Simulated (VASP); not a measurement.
# GaAs: relaxation of cell and atoms with RPBE+D3

GaAs:

```xyz
2
Lattice="0.0000 2.8268 2.8268 2.8268 0.0000 2.8268 2.8268 2.8268 0.0000" Properties=species:S:1:pos:R:3 pbc="T T T"
As    4.2403    4.2403    4.2403
Ga    0.0000    0.0000    0.0000
```

* Program: VASP 6.6.1
* Task: relaxation of cell and atoms
* Functional: RPBE
* Dispersion: D3
* Potentials or basis: VASP PAW PBE potentials, release 64 (As, Ga_d)
* Cutoff: 600 eV
* k mesh: 8 × 8 × 8
* Occupations: fermi-dirac, width 0.05 eV
* Spin: no spin polarisation
* Further INCAR settings: ALGO = Normal; EDIFF = 1e-06; IBRION = 2; EDIFFG = -0.02; NSW = 40; ISIF = 3

```json
{"Relaxed volume": "23.40 Å³/atom", "Relaxed cell": "a = 4.045 Å, b = 4.045 Å, c = 4.045 Å, α = 60.00°, β = 60.00°, γ = 60.00°", "Space group after relaxing (to 0.05 Å)": "F-43m (No. 216)", "Energy gained by relaxing": "6.0 meV/atom", "Ionic steps": "3", "Pressure after relaxing": "0.1 GPa", "Band gap on the k mesh": "0.38 eV, direct", "Dispersion energy per atom": "-0.340 eV"}
```

The path:
| step | energy change (eV) | largest force (eV/Å) | pressure (GPa) | volume (Å³) |
| --- | --- | --- | --- | --- |
| 1 | 0.0000 | 0.0000 | 2.46 | 45.18 |
| 2 | -0.0100 | 0.0000 | -0.81 | 47.49 |
| 3 | -0.0120 | 0.0000 | 0.07 | 46.80 |

Final structure:
```
CELL_PARAMETERS angstrom
0.00000 2.86031 2.86031
2.86031 0.00000 2.86031
2.86031 2.86031 0.00000
ATOMIC_POSITIONS crystal
As 0.75000 0.75000 0.75000
Ga 0.00000 0.00000 0.00000
```

Levels at points of the mesh, in eV from the valence-band top:
```csv
k point,band 7,band 8,band 9,band 10,band 11,band 12
"(0.00, 0.00, 0.00)",0.00,0.00,0.00,0.38,3.75,3.75
"(0.50, 0.00, 0.00)",-6.41,-1.09,-1.09,1.00,4.66,4.66
"(0.50, 0.50, 0.00)",-6.62,-2.54,-2.54,1.64,1.75,9.94
```

Run time: 24 s on 1 thread of Intel(R) Xeon(R) Platinum 8488C (Sapphire Rapids), with other jobs on the host, peak memory 0.2 GiB.

Caveat: the PAW data sets were made with another functional, which shifts forces and pressure a little. Expect the measured gap to be larger: semilocal functionals such as RPBE lack the derivative discontinuity.
